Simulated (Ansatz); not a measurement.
Cu: enthalpy against pressure

Cu, Fm-3m, a = 3.577 Å. Ansatz: r2SCAN, PAW, 500 eV, Γ-centred 20×20×20 mesh on 1 atom, Gaussian smearing 0.10 eV; no spin polarisation. Cell and atoms are relaxed at each pressure, and no other structure is tried, so the rows at high pressure may lie past a change of phase. y is the enthalpy over the state at zero pressure; there V0 = 11.439 Å³/atom. The pressures are the targets, met within 0.06 GPa.

| P (GPa) | y (eV/atom) |
| --- | --- |
| -2.0 | -0.1437 |
| 0.0 | 0.0000 |
| 2.0 | 0.1419 |
| 5.0 | ? |
| 10.0 | 0.6943 |
| 20.0 | 1.3563 |
| 40.0 | 2.6093 |

Question: Fit y = c1 P + c2 P² + c3 P³ to the other rows, say what c1 and c2 mean, and predict the missing value.

Answer: Least squares on the rows shown. y = 0.071317 P − 0.00019849 P² + 1.1592×10⁻⁶ P³. Since dH/dP = V, c1 is V0: 0.071317 eV/GPa × 160.2 = 11.425 Å³ against 11.439; c2 = −V0/(2B0) gives B0 = 180 GPa, where a Birch–Murnaghan fit to the volumes of the same runs (not shown) gives 163 GPa: a cubic over this range folds the higher terms into c2. At P = 5.0 the fit asked for gives 0.3518 eV/atom. The run gave 0.3518 eV/atom, the same to the digits shown.

The mesh isn't the same in all rows (20×20×20, 22×22×22).